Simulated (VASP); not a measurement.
# Be (P6_3/mmc) in VASP: notebook

One crystal, Be, is run at these levels: PBEsol; tasks: relaxation of shape and atoms at fixed volume.

Everything below comes from runs of VASP 6.6.1. Logs are shortened: lines on timing, memory, paths and dates and some standing lists are left out, and cuts for length are marked.

## Step 1: The structure

It takes space group P6_3/mmc (No. 194, hexagonal). The conventional cell has a = 2.254 Å, b = 2.254 Å, c = 3.568 Å, α = 90.00°, β = 90.00°, γ = 120.00°. Around Be (site symmetry -6m2) lie 12 Be at 2.21 to 2.25 Å.

## Step 2: Relaxation of shape and atoms at fixed volume, PBEsol (a relaxed cell with its volume scaled by 0.96)

Input file INCAR:

```
PREC     = Accurate       # precision mode
ENCUT    = 600            # plane-wave cutoff, eV
EDIFF    = 1E-7           # SCF threshold, eV
ISMEAR   = 1              # smearing method
SIGMA    = 0.1            # smearing width, eV
LREAL    = F              # projectors in reciprocal space
LASPH    = T              # aspherical terms in the spheres
NELM     = 80             # most SCF steps
ALGO     = Fast           # electronic algorithm
ISIF     = 4              # what is computed and relaxed
LWAVE    = F              # write WAVECAR
LCHARG   = F              # write CHGCAR
GGA      = PS             # functional
IBRION   = 2              # ionic algorithm
NSW      = 40             # ionic steps
EDIFFG   = -0.01          # ionic threshold
```

Input file KPOINTS:

```
regular mesh
0
Gamma
  18 18 10
```

Input file POSCAR:

```
Be                                      
1.0
    2.2238315360      0.0000000000      0.0000000000
   -1.1119157681      1.9258946040      0.0000000000
    0.0000000000      0.0000000000      3.5194993222
  Be            
     2
Direct
     0.3333333332999970    0.6666666667000030    0.2500000000000000
     0.6666666667000030    0.3333333332999970    0.7500000000000000
```

Potentials or basis: VASP PAW PBE potentials, release 64 (Be).

Started as:

```console
> cat potpaw_PBE.64/Be/POTCAR > POTCAR
> mpirun -np 1 vasp_std > vasp.out
```

OUTCAR:

```text
PREC = Accurate
   ENCUT = 600
   EDIFF = 1E-7
   ISMEAR = 1
   LREAL = F
   LASPH = T
   NELM = 80
   ISIF = 4
   GGA = PS
   IBRION = 2
   NSW = 40
   EDIFFG = -0.01

 ion  position               nearest neighbor table
   1  0.333  0.667  0.250-   2 2.18   2 2.18   2 2.18   2 2.18   2 2.18   2 2.18
   2  0.667  0.333  0.750-   1 2.18   1 2.18   1 2.18   1 2.18   1 2.18   1 2.18

  LATTYP: Found a hexagonal cell.
 ALAT       =     2.2238315360
 C/A-ratio  =     1.5826285693

  Lattice vectors:

 A1 = (   2.2238315360,   0.0000000000,   0.0000000000)
 A2 = (  -1.1119157681,   1.9258946040,   0.0000000000)
 A3 = (   0.0000000000,   0.0000000000,   3.5194993222)

Analysis of symmetry for initial positions (statically):
=====================================================================
 Subroutine PRICEL returns:
 Original cell was already a primitive cell.

 Routine SETGRP: Setting up the symmetry group for a
 hexagonal supercell.

 Subroutine GETGRP returns: Found 24 space group operations
 (whereof 12 operations were pure point group operations)
 out of a pool of 24 trial point group operations.

The static configuration has the point symmetry D_3d.
 The point group associated with its full space group is D_6h.

Analysis of symmetry for dynamics (positions and initial velocities):
=====================================================================
 Subroutine PRICEL returns:
 Original cell was already a primitive cell.

 Routine SETGRP: Setting up the symmetry group for a
 hexagonal supercell.

 Subroutine GETGRP returns: Found 24 space group operations
 (whereof 12 operations were pure point group operations)
 out of a pool of 24 trial point group operations.

The dynamic configuration has the point symmetry D_3d.
 The point group associated with its full space group is D_6h.

 Subroutine INISYM returns: Found 24 space group operations
 (whereof 12 operations are pure point group operations),
 and found     1 'primitive' translations

----------------------------------------------------------------------------------------

                                     Primitive cell

  volume of cell :      15.0735
[... 149 lines left out ...]
  Total        0.4991649      0.4991649      0.5540589     -0.0000000      0.0000000      0.0000000
  in kB       53.0565864     53.0565864     58.8913097     -0.0000000      0.0000000      0.0000000
  external PRESSURE =      55.0014942 kB  Pullay stress =       0.0000000 kB

 VOLUME and BASIS-vectors are now :
 -----------------------------------------------------------------------------
  energy-cutoff  :      600.00
  volume of cell :       15.07
      direct lattice vectors                 reciprocal lattice vectors
     2.223831536  0.000000000  0.000000000     0.449674350  0.259619607  0.000000000
    -1.111915768  1.925894604  0.000000000     0.000000000  0.519239214  0.000000000
     0.000000000  0.000000000  3.519499322     0.000000000  0.000000000  0.284131323

 POSITION                                       TOTAL-FORCE (eV/Angst)
 -----------------------------------------------------------------------------------
     -0.00000      1.28393      0.87987         0.000000      0.000000      0.000000
      1.11192      0.64196      2.63962        -0.000000     -0.000000      0.000000
 -----------------------------------------------------------------------------------
    total drift:                                0.000000     -0.000000      0.000000

  FREE ENERGIE OF THE ION-ELECTRON SYSTEM (eV)
  ---------------------------------------------------
  free  energy   TOTEN  =        -7.9822465455 eV

  energy  without entropy=       -7.9820819977  energy(sigma->0) =       -7.98219170

--------------------------------------- Ionic step        2  -------------------------------------------

 number of electron       4.0000000 magnetization

 Free energy of the ion-electron system (eV)
  ---------------------------------------------------
  ext. energy  EPLUGINS =         0.00000000
  ---------------------------------------------------
  free energy    TOTEN  =        -7.98227127 eV

  energy without entropy =       -7.98209942  energy(sigma->0) =       -7.98221399

 E-fermi :   7.5892     XC(G=0): -10.7663

 val. band max:        7.4437279788   @ k =   0.2778   0.2778   0.1000
 cond. band min:       7.5953730059   @ k =   0.3333   0.2778   0.3000
 fundamental gap:      0.1516450271
 Fermi energy:         7.5892300359

 k-point     1 :       0.0000    0.0000    0.0000
  band No.  band energies     occupation
      1      -4.1940      2.00000
      2       2.7163      2.00000
      3       8.5956     -0.00000
      4      24.1502      0.00000
      5      24.1503      0.00000
      6      27.0577      0.00000
[... 199 lines left out ...]
 k-point    24 :       0.3889    0.1111    0.0000
  band No.  band energies     occupation
      1       1.7415      2.00000
      2       5.4596      2.00000
      3      10.4647      0.00000
      4      13.2327      0.00000
      5      14.8638      0.00000
      6      15.5517      0.00000

 [... further k-points ...]

------------------------ aborting loop because EDIFF is reached ----------------------------------------

  FORCE on cell =-STRESS in cart. coord.  units (eV):
  Direction    XX          YY          ZZ          XY          YZ          ZX
  --------------------------------------------------------------------------------------
  -------------------------------------------------------------------------------------
  Total        0.5156770      0.5156770      0.5170228     -0.0000000      0.0000000      0.0000000
  in kB       54.8116696     54.8116696     54.9547210     -0.0000000      0.0000000      0.0000000
  external PRESSURE =      54.8593534 kB  Pullay stress =       0.0000000 kB

 VOLUME and BASIS-vectors are now :
 -----------------------------------------------------------------------------
  energy-cutoff  :      600.00
  volume of cell :       15.07
      direct lattice vectors                 reciprocal lattice vectors
     2.222850432 -0.000000000  0.000000000     0.449872824  0.259734196 -0.000000000
    -1.111425216  1.925044943 -0.000000000     0.000000000  0.519468392 -0.000000000
     0.000000000  0.000000000  3.522606826    -0.000000000  0.000000000  0.283880674

 POSITION                                       TOTAL-FORCE (eV/Angst)
 -----------------------------------------------------------------------------------
     -0.00000      1.28336      0.88065         0.000000     -0.000000      0.000000
      1.11143      0.64168      2.64196        -0.000000      0.000000      0.000000
 -----------------------------------------------------------------------------------
    total drift:                                0.000000     -0.000000      0.000000

  FREE ENERGIE OF THE ION-ELECTRON SYSTEM (eV)
  ---------------------------------------------------
  free  energy   TOTEN  =        -7.9822712735 eV

  energy  without entropy=       -7.9820994193  energy(sigma->0) =       -7.98221399

 reached required accuracy - stopping structural energy minimisation
```

Run time: 10 s. Hardware: 1 thread of Intel Xeon 6975P-C (Granite Rapids), shared host; peak memory 0.14 GiB.

Results:

* Free energy: -7.9823 eV
* Energy gained by relaxing: 0.0 meV/atom
* Ionic steps: 2
* Pressure after relaxing: 5.5 GPa
* Band gap on the k mesh: none (metal or under the smearing width)

Final structure:
```cif
data_structure
_symmetry_space_group_name_H-M 'P 1'
_symmetry_Int_Tables_number 1
_cell_length_a 2.2229
_cell_length_b 2.2229
_cell_length_c 3.5226
_cell_angle_alpha 90.000
_cell_angle_beta 90.000
_cell_angle_gamma 120.000
_cell_volume 15.07
loop_
_atom_site_label
_atom_site_type_symbol
_atom_site_fract_x
_atom_site_fract_y
_atom_site_fract_z
_atom_site_occupancy
Be1 Be 0.33333 0.66667 0.25000 1
Be2 Be 0.66667 0.33333 0.75000 1
```

Levels at points of the mesh, in eV from the Fermi level:
| k point | band 1 | band 2 | band 3 | band 4 | band 5 |
| --- | --- | --- | --- | --- | --- |
| (0.00, 0.00, 0.00) | -11.78 | -4.87 | 1.01 | 16.56 | 16.56 |
| (0.50, 0.00, 0.00) | -5.36 | -3.33 | 3.55 | 6.45 | 6.82 |
| (0.00, 0.00, 0.50) | -9.61 | -9.61 | 10.74 | 10.74 | 18.25 |
| (0.50, 0.00, 0.50) | -3.95 | -3.95 | 1.58 | 1.58 | 12.35 |

Caveat: the PAW data sets were made with another functional, which shifts forces and pressure a little.

## Step 3: Relaxation of shape and atoms at fixed volume, PBEsol (a relaxed cell with its volume scaled by 0.98)

INCAR is that of step 2.

KPOINTS is that of step 2.

Input file POSCAR:

```
Be                                      
1.0
    2.2391687899      0.0000000000      0.0000000000
   -1.1195843950      1.9391770555      0.0000000000
    0.0000000000      0.0000000000      3.5437724984
  Be            
     2
Direct
     0.3333333332999970    0.6666666667000030    0.2500000000000000
     0.6666666667000030    0.3333333332999970    0.7500000000000000
```

Potentials or basis: VASP PAW PBE potentials, release 64 (Be).

Started as:

```console
> cat potpaw_PBE.64/Be/POTCAR > POTCAR
> mpirun -np 1 vasp_std > vasp.out
```

Wall time 7.7 s (1 thread of Intel Xeon 6975P-C (Granite Rapids), shared host); peak memory 0.14 GiB.

The run converged. Its results:

- Free energy: -7.9902 eV
- Pressure after relaxing: 2.7 GPa
- Band gap on the k mesh: none (metal or under the smearing width)

Stress tensor (GPa, compression positive):
```
2.58 0.00 0.00
0.00 2.58 0.00
0.00 0.00 2.83
```

Final structure:
```
Be
1.0
     2.23917    0.00000    0.00000
    -1.11958    1.93918    0.00000
     0.00000    0.00000    3.54377
Be
2
Direct
  0.33333 0.66667 0.25000
  0.66667 0.33333 0.75000
```

Levels at points of the mesh, in eV from the Fermi level:
```
           k point  band 1  band 2  band 3  band 4  band 5  band 6
(0.00, 0.00, 0.00)  -11.67   -4.78    0.96   16.27   16.27   19.14
(0.50, 0.00, 0.00)   -5.29   -3.31    3.51    6.39    6.70    9.50
(0.00, 0.00, 0.50)   -9.50   -9.50   10.61   10.61   17.94   17.94
(0.50, 0.00, 0.50)   -3.89   -3.89    1.51    1.51   12.14   12.14
```

Caveat: the relaxation stopped at its first step, so nothing moved; the PAW data sets were made with another functional, which shifts forces and pressure a little.

## Step 4: Relaxation of shape and atoms at fixed volume, PBEsol

INCAR is that of step 3.

KPOINTS is that of step 3.

Input file POSCAR:

```
Be                                      
1.0
    2.2542987677      0.0000000000      0.0000000000
   -1.1271493839      1.9522800006      0.0000000000
    0.0000000000      0.0000000000      3.5677176335
  Be            
     2
Direct
     0.3333333332999970    0.6666666667000030    0.2500000000000000
     0.6666666667000030    0.3333333332999970    0.7500000000000000
```

Started as:

```console
> cat potpaw_PBE.64/Be/POTCAR > POTCAR
> mpirun -np 1 vasp_std > vasp.out
```

It took 8.3 s on 1 thread of Intel Xeon 6975P-C (Granite Rapids), shared host; peak memory 0.13 GiB.

The run converged. Its results:

| Item | Value |
| --- | --- |
| Free energy | -7.9928 eV |
| Pressure after relaxing | 0.1 GPa |
| Band gap on the k mesh | none (metal or under the smearing width) |

Final structure:
```cif
data_structure
_symmetry_space_group_name_H-M 'P 1'
_symmetry_Int_Tables_number 1
_cell_length_a 2.2543
_cell_length_b 2.2543
_cell_length_c 3.5677
_cell_angle_alpha 90.000
_cell_angle_beta 90.000
_cell_angle_gamma 120.000
_cell_volume 15.70
loop_
_atom_site_label
_atom_site_type_symbol
_atom_site_fract_x
_atom_site_fract_y
_atom_site_fract_z
_atom_site_occupancy
Be1 Be 0.33333 0.66667 0.25000 1
Be2 Be 0.66667 0.33333 0.75000 1
```

Levels at points of the mesh, in eV from the Fermi level:
| k point | band 1 | band 2 | band 3 | band 4 | band 5 | band 6 |
| --- | --- | --- | --- | --- | --- | --- |
| (0.00, 0.00, 0.00) | -11.56 | -4.71 | 0.89 | 16.01 | 16.01 | 18.84 |
| (0.50, 0.00, 0.00) | -5.21 | -3.29 | 3.45 | 6.31 | 6.56 | 9.35 |
| (0.00, 0.00, 0.50) | -9.41 | -9.41 | 10.44 | 10.44 | 17.65 | 17.65 |
| (0.50, 0.00, 0.50) | -3.83 | -3.83 | 1.44 | 1.44 | 11.96 | 11.96 |

Caveat: the relaxation stopped at its first step, so nothing moved; the PAW data sets were made with another functional, which shifts forces and pressure a little.

## Step 5: Summary

| cell | gap on the mesh (eV) | pressure (GPa) |
| --- | --- | --- |
| atoms relaxed at fixed volume from: a relaxed cell with its volume scaled by 0.96 | none | 5.5 |
| atoms relaxed at fixed volume from: a relaxed cell with its volume scaled by 0.98 | none | 2.7 |
| atoms relaxed at fixed volume | none | 0.1 |

Alike in all rows: task relaxation of shape and atoms at fixed volume; level PBEsol; potentials or basis VASP PAW PBE potentials, release 64 (Be); no spin polarisation; k mesh 18 × 18 × 10; cutoff (eV) 600; smearing methfessel-paxton 0.1 eV.

Caveats: the PAW data sets were made with another functional, which shifts forces and pressure a little; the relaxation stopped at its first step, so nothing moved (some runs).

Total energies depend on the potentials used, so only differences within one code and one set of settings carry meaning.
